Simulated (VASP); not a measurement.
Runs of VASP 6.6.1 on CdTe. It takes space group F-43m (No. 216, cubic). The conventional cell has a = 6.410 Å, b = 6.410 Å, c = 6.410 Å, α = 90.00°, β = 90.00°, γ = 90.00°. Cd (site symmetry -43m) has 4 Te at 2.78 Å as nearest neighbours. Te (site symmetry -43m) is surrounded by 4 Cd at 2.78 Å. 

```tsv
level	potentials or basis	k mesh	cutoff (eV)	grid for exact exchange (PRECFOCK)	screening parameter	mesh quality	gap on the mesh (eV)	pressure (GPa)
HSE06	VASP PAW PBE potentials, release 64 (Cd, Te)	5 × 5 × 5	520	Fast	0.2 1/A	not flagged	1.68	3.3
LDA	VASP PAW LDA potentials, release 64 (Cd, Te)	4 × 4 × 4	300	-	-	coarse	0.63	-
LDA	VASP PAW LDA potentials, release 64 (Cd, Te)	6 × 6 × 6	520	-	-	not flagged	0.65	0.3
PBEsol	VASP PAW PBE potentials, release 64 (Cd, Te)	6 × 6 × 6	520	-	-	not flagged	(a)	(b)
r2SCAN	VASP PAW PBE potentials, release 64 (Cd, Te)	6 × 6 × 6	520	-	-	not flagged	1.38	(c)
```

Alike in all rows: task single point; no spin polarisation; cell as given; smearing fermi-dirac 0.02 eV.

**Question.** Fill in the values left out.

**Answer.** (a) 0.76; (b) 1.9; (c) 3.4.

Caveats: some runs use coarse meshes; spin-orbit coupling is left out, which moves the levels of the heavy elements; the PAW data sets were made with another functional, which shifts forces and pressure a little (some runs); the cutoff is under 1.25 times the usual one of these potentials, so pressure, stress and relaxed cells hold a basis-set (Pulay) error (some runs).

A k mesh can miss the band edges, and the runs leave out spin-orbit coupling on Cd, Te.

Runs at the PBE level aren't shown here.
